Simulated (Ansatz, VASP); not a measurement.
## Co: VASP beside Ansatz

```xyz
2
Lattice="2.4584 0.0000 0.0000 -1.2292 2.1290 0.0000 0.0000 0.0000 3.9607" Properties=species:S:1:pos:R:3 pbc="T T T"
Co    0.0000    1.4194    0.9902
Co    1.2292    0.7097    2.9705
```

Alike in both runs: functional PBE; k mesh 14 × 14 × 8; occupations fermi-dirac, width 0.1 eV; no spin polarisation.

Ansatz relaxed the structure, and its values are those at the end. VASP's run is a single point on that final structure, the one shown.

```csv
,VASP,Ansatz
version,VASP 6.6.1,Ansatz 0.2.0
potentials or method,"VASP PAW PBE potentials, release 64 (Co)","plane waves (420 eV) with PAW, scalar-relativistic"
plane-wave cutoff (eV),520,420
valence electrons in the cell,18,34
```

|  | VASP | Ansatz | Ansatz less VASP |
| --- | --- | --- | --- |
| pressure (GPa) | -0.7 | 0.0 | +0.69 |

The two sets of potentials don't hold the same shells in valence.

Caveats: the run has no spin polarisation, though such a crystal can be magnetic. Spin polarisation is off, so any magnetic state and its effect on volume and gap are missing.
